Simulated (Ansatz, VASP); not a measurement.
This is a calculation of Sc for Ansatz 0.2.0.

Contents of input.yaml:

```yaml
crystal:
  lattice:
    - [-0.011677, 2.250301, 2.295286]
    - [2.248443, -0.023514, 2.307123]
    - [2.212124, 2.225819, 0.012805]
  atoms:
    - { symbol: Sc, position: [-0.008178, 0.000779, -0.0045] }
hamiltonian:
  xc: pbe
  pseudopotentials: { kind: paw }
kpoints:
  mp_grid: { grid: [10, 10, 10] }
scf:
  occupations: { method: fermi_dirac, width: 0.05 }
output:
  forces: true
  stress: true
  eigenvalues: true
```

Potentials or basis: Ansatz PAW.

Run with:

```sh
$ ansatz run input.yaml --threads 1 --pin off --max-ram 3584MiB --backend cpu --events-out ev --progress --plain --runs-dir out
```

Q: Translate it to VASP 6.6.1. Potentials there: VASP PAW PBE potentials, release 64 (Sc_sv).

A: As run (the cutoff follows the program's own potentials):

INCAR

```
SYSTEM = Sc
  PREC = Accurate
  ENCUT = 520
  EDIFF = 1E-7
  ISMEAR = -1
  SIGMA = 0.05
  LREAL = .FALSE.
  LASPH = .TRUE.
  NELM = 100
  ALGO = Normal
  ISIF = 2
  LWAVE = .FALSE.
  LCHARG = .FALSE.
  GGA = PE
  NBANDS = 12
```

KPOINTS

```
Automatic mesh
0
G
  10 10 10
  0 0 0
```

Contents of POSCAR:

```
Sc
1.0
   -0.0116770000      2.2503010000      2.2952860000
    2.2484430000     -0.0235140000      2.3071230000
    2.2121240000      2.2258190000      0.0128050000
Sc
1
Direct
   -0.0081780000      0.0007790000     -0.0045000000
```

Potentials or basis: VASP PAW PBE potentials, release 64 (Sc_sv).

Launch:

```console
$ cat potpaw_PBE.64/Sc_sv/POTCAR > POTCAR
$ mpirun -np 1 vasp_std > vasp.out
```

Both were run:

|  | VASP | Ansatz | Ansatz less VASP |
| --- | --- | --- | --- |
| gap on the k mesh at the Fermi level (eV) | none | none | - |
| pressure (GPa) | 3.8 | 3.8 | -0.04 |
| largest component of the traceless stress (GPa) | 0.90 | 0.90 | -0.004 |

A gap of «none» marks a metal or a gap that the smearing closes.
